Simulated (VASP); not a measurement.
A run of VASP 6.6.1:

File INCAR:

```
PREC = Accurate
ENCUT = 520
EDIFF = 1E-7
ISMEAR = -1
SIGMA = 0.05
LREAL = False
LASPH = True
NELM = 80
ALGO = Normal
ISIF = 2
LWAVE = False
LCHARG = False
GGA = PE
NBANDS = 10
```

File KPOINTS:

```
regular mesh
0
Gamma
  10 10 5
```

File POSCAR:

```
Li
1.0
    3.1110000000      0.0000000000      0.0000000000
   -1.5555000000      2.6942050312      0.0000000000
    0.0000000000      0.0000000000      5.0930000000
Li
2
Direct
    0.6666666667      0.3333333333      0.7500000000
    0.3333333333      0.6666666667      0.2500000000
```

Potentials or basis: VASP PAW PBE potentials, release 64 (Li_sv).

Launch:

```console
$ cat potpaw_PBE.64/Li_sv/POTCAR > POTCAR
$ mpirun -np 1 vasp_std > vasp.out
```

Hardware: 1 thread of Intel(R) Xeon(R) Platinum 8488C (Sapphire Rapids) (shared host).

Problem. Estimate the wall time of this run.

Solution. It took 13 s on 1 thread of Intel(R) Xeon(R) Platinum 8488C (Sapphire Rapids), on a shared host, peak memory 0.14 GiB. Counts: scf iterations 11, k points 42.
